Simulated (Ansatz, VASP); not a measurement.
## Cu in VASP and in Ansatz

The input INCAR:

```
PREC = Accurate ; ENCUT = 520
EDIFF = 1E-7 ; ISMEAR = -1
SIGMA = 0.05 ; LREAL = F
LASPH = T ; NELM = 80
ALGO = Normal ; ISIF = 2
LWAVE = F ; LCHARG = T
GGA = PE ; LELF = T
LVHAR = T ; NBANDS = 42
```

Contents of KPOINTS:

```
regular mesh
0
Gamma
  12 12 2
```

File POSCAR:

```
Cu
1.0
    2.5036582226      0.0000000000      0.0000000000
   -1.2518291113      2.1682316232      0.0000000000
    0.0000000000      0.0000000000     24.5755892700
Cu
6
Direct
    0.3287510000      0.6671720000      0.7094670000
    0.6511870000      0.3224660000      0.5448450000
   -0.0017960000     -0.0043580000      0.6272460000
    0.3300140000      0.6600420000      0.4571830000
    0.6673370000      0.3326460000      0.2898910000
    0.0143780000      0.0006410000      0.3742170000
```

File input.yaml:

```yaml
crystal:
  lattice:
    - [2.5036582226, 0.0, 0.0]
    - [-1.2518291113, 2.1682316232, 0.0]
    - [0.0, 0.0, 24.57558927]
  atoms:
    - { symbol: Cu, position: [0.328751, 0.667172, 0.709467] }
    - { symbol: Cu, position: [0.651187, 0.322466, 0.544845] }
    - { symbol: Cu, position: [-0.001796, -0.004358, 0.627246] }
    - { symbol: Cu, position: [0.330014, 0.660042, 0.457183] }
    - { symbol: Cu, position: [0.667337, 0.332646, 0.289891] }
    - { symbol: Cu, position: [0.014378, 0.000641, 0.374217] }
hamiltonian:
  xc: pbe
  pseudopotentials: { kind: paw }
kpoints:
  mp_grid: { grid: [12, 12, 2] }
scf:
  occupations: { method: fermi_dirac, width: 0.05 }
output:
  forces: true
  stress: true
  eigenvalues: true
  write_density: true
  write_potential: true
  elf: true
  volumetric_format: npy
```

Change from the starting cell: atoms moved at random, drawn with an rms of 0.05 Å.

Alike in both runs: task single point; functional PBE; k mesh 12 × 12 × 2; occupations fermi-dirac, width 0.05 eV; no spin polarisation.

|  | VASP | Ansatz |
| --- | --- | --- |
| version | VASP 6.6.1 | Ansatz 0.2.0 |
| potentials or method | VASP PAW PBE potentials, release 64 (Cu) | Ansatz PAW |
| plane-wave cutoff (eV) | 520 | 420 |
| valence electrons in the cell | 66 | 114 |

```csv
,VASP,Ansatz,Ansatz less VASP
gap on the k mesh at the Fermi level (eV),none,none,-
rms of the force components (eV/Å),0.214,0.211,-0.0026
```

Atom by atom the forces differ by 0.005 eV/Å (rms over components). A gap of «none» marks a metal or a gap that the smearing closes. The two sets of potentials don't hold the same shells in valence.
